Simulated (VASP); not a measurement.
**SnTe in VASP 6.6.1, single-point calculation**

INCAR

```
ENCUT = 520
LWAVE = .FALSE.
PREC = Accurate
GGA = PE
LCHARG = .FALSE.
NBANDS = 17
LREAL = .FALSE.
EDIFF = 1E-7
SIGMA = 0.02
LASPH = .TRUE.
IBRION = -1
NELMDL = 0
NELM = 70
ISMEAR = -1
NSW = 0
ISIF = 2
```

KPOINTS

```
KPOINTS created by Atomic Simulation Environment
0
Gamma
2 2 2
0 0 0
```

POSCAR

```
Sn Te
 1.0000000000000000
    -0.0000000000000000    3.5839840091812012    3.5839840091812012
     3.5839840091812012   -0.0000000000000000    3.5839840091812012
     3.5839840091812012    3.5839840091812012   -0.0000000000000000
 Sn  Te
   1   1
Cartesian
 -0.0000000000000000 -0.0000000000000000 -0.0000000000000000
  1.7919920045906006  1.7919920045906006  1.7919920045906006
```

The recommended PBE PAW datasets give the neutral cell 20 valence electrons.

Command

```
mpirun -np 1 vasp_std
```

OSZICAR

```
N       E                     dE             d eps       ncg     rms          rms(c)
DAV:   1     0.122987879533E+03    0.12299E+03   -0.91426E+03   102   0.117E+03
DAV:   2     0.503491355333E+01   -0.11795E+03   -0.11335E+03   118   0.311E+02
DAV:   3    -0.708528147842E+01   -0.12120E+02   -0.12054E+02   111   0.904E+01
DAV:   4    -0.750814238873E+01   -0.42286E+00   -0.42269E+00   128   0.176E+01
DAV:   5    -0.752674812724E+01   -0.18606E-01   -0.18605E-01   139   0.341E+00    0.454E+00
DAV:   6    -0.738642954108E+01    0.14032E+00   -0.30288E-01   137   0.289E+00    0.290E+00
DAV:   7    -0.738312568759E+01    0.33039E-02   -0.92675E-02   106   0.117E+00    0.872E-01
DAV:   8    -0.738537656097E+01   -0.22509E-02   -0.11074E-02   112   0.751E-01    0.293E-01
DAV:   9    -0.738690373192E+01   -0.15272E-02   -0.27703E-03   106   0.318E-01    0.122E-01
DAV:  10    -0.738698251064E+01   -0.78779E-04   -0.23844E-04   104   0.925E-02    0.656E-02
DAV:  11    -0.738725079374E+01   -0.26828E-03   -0.44617E-04   104   0.841E-02    0.458E-02
DAV:  12    -0.738725369248E+01   -0.28987E-05   -0.13363E-05   106   0.193E-02    0.315E-02
DAV:  13    -0.738725498853E+01   -0.12960E-05   -0.41630E-06   105   0.881E-03    0.559E-03
DAV:  14    -0.738725511401E+01   -0.12548E-06   -0.12968E-06   106   0.102E-02    0.707E-03
DAV:  15    -0.738725527547E+01   -0.16146E-06   -0.59172E-08   119   0.146E-03    0.558E-03
DAV:  16    -0.738725542396E+01   -0.14849E-06   -0.31259E-08    54   0.125E-03    0.415E-04
DAV:  17    -0.738725547002E+01   -0.46060E-07   -0.59132E-09    54   0.614E-04
   1 F= -.73872555E+01 E0= -.73872555E+01  d E =-.170847E-08
```

From OUTCAR

```
k-points           NKPTS =      3   k-points in BZ     NKDIM =      3   number of bands    NBANDS=     17

   NELECT =      20.0000    total number of electrons

   dimension x,y,z NGX =    40 NGY =   40 NGZ =   40
   dimension x,y,z NGXF=    80 NGYF=   80 NGZF=   80

  energy-cutoff  :      520.00
  volume of cell :       92.07
      direct lattice vectors                 reciprocal lattice vectors
     0.000000000  3.583984009  3.583984009    -0.139509551  0.139509551  0.139509551
     3.583984009  0.000000000  3.583984009     0.139509551 -0.139509551  0.139509551
     3.583984009  3.583984009  0.000000000     0.139509551  0.139509551 -0.139509551

 k-points in reciprocal lattice and weights: KPOINTS created by Atomic Simulation Env
   0.00000000  0.00000000  0.00000000       0.125
   0.50000000  0.00000000  0.00000000       0.500
   0.50000000  0.50000000  0.00000000       0.375

 E-fermi :   3.0571

 k-point     1 :       0.0000    0.0000    0.0000
  band No.  band energies     occupation
      1     -18.5058      2.00000
      2     -18.5058      2.00000
      3     -18.5058      2.00000
      4     -18.4959      2.00000
      5     -18.4959      2.00000
      6      -8.2816      2.00000
      7      -1.7806      2.00000
      8       1.3814      2.00000
      9       1.3814      2.00000
     10       1.3814      2.00000
     11       4.3491      0.00000
     12       4.3491      0.00000
     13       4.3491      0.00000
     14       7.4359      0.00000
     15       9.8092      0.00000
     16       9.8092      0.00000
     17      10.9685      0.00000

 k-point     2 :       0.5000    0.0000    0.0000
  band No.  band energies     occupation
      1     -18.5072      2.00000
      2     -18.5044      2.00000
      3     -18.5044      2.00000
      4     -18.4957      2.00000
      5     -18.4957      2.00000
      6      -7.7114      2.00000
      7      -3.7141      2.00000
      8       0.8324      2.00000
      9       0.8324      2.00000
     10       1.2868      2.00000
     11       5.1685      0.00000
     12       5.1685      0.00000
     13       6.8598      0.00000
     14       8.9867      0.00000
     15       9.7398      0.00000
     16      10.2847      0.00000
     17      10.2847      0.00000

 k-point     3 :       0.5000    0.5000    0.0000
  band No.  band energies     occupation
      1     -18.5095      2.00000
      2     -18.5027      2.00000
      3     -18.5027      2.00000
      4     -18.4967      2.00000
      5     -18.4950      2.00000
      6      -7.4773      2.00000
      7      -4.0905      2.00000
      8       0.1559      2.00000
      9       0.1559      2.00000
     10       2.6630      2.00000
     11       3.4514      0.00000
     12       7.3251      0.00000
     13       7.3251      0.00000
     14       8.7447      0.00000
     15       9.8580      0.00000
     16      11.5703      0.00000
     17      11.5703      0.00000

  Total       -0.4045495     -0.4045495     -0.4045495      0.0000000      0.0000000      0.0000000
  in kB       -7.0396983     -7.0396983     -7.0396983      0.0000000      0.0000000      0.0000000
  external PRESSURE =      -7.0396983 kB  Pullay stress =       0.0000000 kB

 POSITION                                       TOTAL-FORCE (eV/Angst)
 -----------------------------------------------------------------------------------
      0.00000      0.00000      0.00000         0.000000     -0.000000      0.000000
      1.79199      1.79199      1.79199        -0.000000      0.000000     -0.000000
 -----------------------------------------------------------------------------------
    total drift:                               -0.000000     -0.000000     -0.000000

  FREE ENERGIE OF THE ION-ELECTRON SYSTEM (eV)
  ---------------------------------------------------
  free  energy   TOTEN  =        -7.3872554700 eV

  energy  without entropy=       -7.3872554683  energy(sigma->0) =       -7.38725547
```

It converged. Results: gap between bands v and c on the k mesh 0.79 eV; least direct gap on the k mesh 0.79 eV; pressure -0.7 GPa. Band v is the last that the valence electrons fill when counted band by band, and c is the next.

These settings aren't sound, so the numbers aren't properties of the crystal.

On sound settings PBE gives a gap of 0.22 eV on its mesh and a pressure of 0.5 GPa for the intended cell.

The run took about 19 s on one core of a shared host (Intel Xeon Platinum 8488C) and held 0.23 GiB at most.
